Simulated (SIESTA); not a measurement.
## CoO under changes of volume

One of the cells (9.684 Å³/atom); the others are scaled copies at fixed shape and fractional positions:

```
Co O
1.0
     0.00000    2.13150    2.13150
     2.13150    0.00000    2.13150
     2.13150    2.13150    0.00000
Co O
1 1
Direct
  0.00000 0.00000 0.00000
  0.50000 0.50000 0.50000
```

* Program: SIESTA 5.4.2
* Functional: LDA
* Potentials or basis: PseudoDojo 0.4 standard (LDA files)
* Basis: DZP (energy shift 0.003 Ry; two zetas on semicore shells)
* Grid cutoff: 800 Ry
* Energy shift: 0.003 Ry
* k mesh: 8 × 8 × 8
* Occupations: fermi-dirac, width 0.05 eV
* Spin: collinear spin, ferromagnetic start
* Starting moments: [2.0, 0.0] μB

| volume (Å³/atom) | energy over the lowest point (meV/atom) | pressure (GPa) | moment (μB per cell) |
| --- | --- | --- | --- |
| 9.103 | 0.00 | -9.1 | 2.70 |
| 9.297 | 12.74 | -12.5 | 2.78 |
| 9.490 | 29.83 | -15.8 | 2.82 |
| 9.684 | 50.95 | -18.6 | 2.85 |
| 9.878 | 75.38 | -21.2 | 2.89 |
| 10.071 | 102.41 | -23.2 | 2.94 |
| 10.265 | ? | ? | ? |

Q: What does the run at 10.265 Å³/atom give?

A: Energy over the lowest point 131.70 meV/atom; pressure -25.2 GPa; moment 2.97 μB per cell.

Worked out: A Birch-Murnaghan fit of order 3 (a polynomial in V^(-2/3)) to the other rows has no minimum within the range. It gives 131.98 meV/atom at 10.265 Å³/atom, against the run's 131.70, and -dE/dV = -25.3 GPa, against -25.2. A parabola through the other rows of the moment, of slope 0.133 μB per Å³/atom there, extrapolates to 2.96 μB, against the run's 2.97.

Energies are extrapolated to zero smearing.

Caveats: short orbitals over semicore shells can move pressures by several GPa; the basis of atomic orbitals isn't converged, which shifts pressures, moduli and gaps; a cell with one magnetic atom can't hold antiferromagnetic order, which such compounds often take.
